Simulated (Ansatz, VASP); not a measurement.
## Two plane-wave programs on KF

```
K F
1.0
     0.00000    2.58128    2.58128
     2.58128    0.00000    2.58128
     2.58128    2.58128    0.00000
K F
1 1
Direct
  0.00000 0.00000 0.00000
  0.50000 0.50000 0.50000
```

Alike in both runs: task relaxation of cell and atoms; functional LDA; k mesh 8 × 8 × 8; no spin polarisation.

|  | VASP | Ansatz |
| --- | --- | --- |
| version | VASP 6.6.1 | Ansatz 0.2.0 |
| potentials or method | VASP PAW LDA potentials, release 64 (K_sv, F) | scalar-relativistic, plane waves, PAW |
| plane-wave cutoff (eV) | 600 | 420 |
| occupations | gaussian, width 0.01 eV | fixed |
| valence electrons in the cell | 16 | 16 |

|  | VASP | Ansatz | Ansatz less VASP |
| --- | --- | --- | --- |
| gap on the k mesh at the Fermi level, each at its own relaxed structure (eV) | 6.33 | 6.37 | +0.042 |
| relaxed volume (Å³/atom) | 17.27 | 17.19 | -0.074 |
| relaxed cell length with the largest relative difference (Å) | 3.655 | 3.650 | -0.0053 |

A k mesh can miss the band edges.
